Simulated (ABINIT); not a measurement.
SnO:

```
Sn O
1.0
     3.81370    0.00000    0.00000
     0.00000    3.81370    0.00000
     0.00000    0.00000    4.88691
Sn O
2 2
Direct
  0.50000 0.00000 0.76463
  0.00000 0.50000 0.23537
  0.00000 0.00000 0.00000
  0.50000 0.50000 0.00000
```

The cell is a database's computed one.

```yaml
Program: ABINIT 10.8.3 (patched build)
Task: relaxation of cell and atoms
Functional: LDA
Potentials_or_basis: JTH PAW LDA v2.0
Cutoff: 626 eV
k_mesh: 6 × 6 × 5
Occupations: fermi-dirac, width 0.05 eV
Spin: no spin polarisation
```

At the start: pressure -3.5 GPa; volume 17.77 Å³/atom.

Problem. How do energy, volume and symmetry change on relaxing?

Solution. Over 9 steps the energy falls by 11.7 meV/atom and the volume is 16.42 Å³/atom (-7.6 %); space group P4/nmm (No. 129, to 0.05 Å).

Step by step:
| step | energy change (eV) | largest force (eV/Å) | pressure (GPa) | volume (Å³) |
| --- | --- | --- | --- | --- |
| 1 | 0.0000 | 0.2342 | -3.47 | 71.08 |
| 2 | -0.0145 | 0.0508 | -2.36 | 70.32 |
| 3 | -0.0326 | 0.1906 | -0.13 | 68.22 |
| 4 | -0.0376 | 0.0550 | 0.11 | 67.20 |
| 5 | -0.0401 | 0.0073 | 0.11 | 66.79 |
| 6 | -0.0456 | 0.0418 | 0.01 | 66.01 |
| 7 | -0.0468 | 0.0281 | 0.23 | 65.52 |
| 8 | -0.0469 | 0.0141 | -0.10 | 65.73 |
| 9 | -0.0469 | 0.0007 | 0.00 | 65.69 |

Final structure:
```
Sn O
1.0
     3.75891    0.00000    0.00000
     0.00000    3.75891    0.00000
     0.00000    0.00000    4.64919
Sn O
2 2
Direct
  0.50000 0.00000 0.75314
  0.00000 0.50000 0.24686
  0.00000 0.00000 0.00000
  0.50000 0.50000 0.00000
```
